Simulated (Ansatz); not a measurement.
# MgTe: the cost of one run

Code: Ansatz 0.2.0. PAW datasets, plane waves. Calculated at 0 K for a non-magnetic cell.

## 1. Starting point

The unstrained cell was relaxed with r2SCAN; in each strained cell the atoms were relaxed again with r2SCAN. Names of k-points are those of the unstrained zone, where strain can split equivalent points. First state: -2.5 % equal strain in all directions.

It is hexagonal, P6_3mc (No. 186); conventional cell a = 4.463 Å, c = 7.269 Å, 31.35 Å³ an atom. Around Mg lie 4 Te at 2.73 Å; around Te lie 4 Mg at 2.73 Å.

Structure file:

Space group P6_3mc (No. 186). a = 4.463 Å, b = 4.463 Å, c = 7.269 Å, α = 90.00°, β = 90.00°, γ = 120.00°
```tsv
atom	site	symmetry	x	y	z
Mg	2b	3m.	0.3333	0.6667	0.9994
Te	2b	3m.	0.3333	0.6667	0.3756
```

From earlier runs on the unstrained cell: PBE 2.46 eV, r2SCAN 3.16 eV, HSE06 3.32 eV; a = 4.578 Å, c = 7.455 Å.

## 2. -2.5 % equal strain in all directions: PBE

The input, input.yaml:

```yaml
crystal:
  lattice:
    - [4.4631947571, 0.0, 0.0]
    - [-2.2315973785, 3.8652400417, 0.0]
    - [0.0, 0.0, 7.2687120255]
  atoms:
    - { symbol: Mg, position: [0.3333333333, 0.6666666667, -0.000608052] }
    - { symbol: Mg, position: [0.6666666667, 0.3333333333, 0.499391948] }
    - { symbol: Te, position: [0.3333333333, 0.6666666667, 0.375608052] }
    - { symbol: Te, position: [0.6666666667, 0.3333333333, 0.875608052] }
kpoints:
  mp_grid: { grid: [6, 6, 4] }
  band_path:
    path:
      - [0.0, 0.0, 0.0]
      - [0.5, 0.0, 0.0]
      - [0.3333333333, 0.3333333333, 0.0]
      - [0.0, 0.0, 0.5]
      - [0.5, 0.0, 0.5]
      - [0.3333333333, 0.3333333333, 0.5]
      - [-0.010417, 0.005208, 0.0]
    npoints: 1
hamiltonian:
  xc: pbe
scf:
  occupations: { method: fermi_dirac, width: 0.02 }
  n_extra_bands: 5
output:
  forces: true
  stress: true
  eigenvalues: true
```

On the command line:

```bash
> ansatz run input.yaml --threads 4 --pin off --max-ram 4608MiB --backend cpu --events-out ev --progress --plain --runs-dir out
```

What time and memory should one allow on 4 threads of Intel Xeon at 2.70GHz, shared host?

About 3.5 s, with a peak of 0.44 GiB.
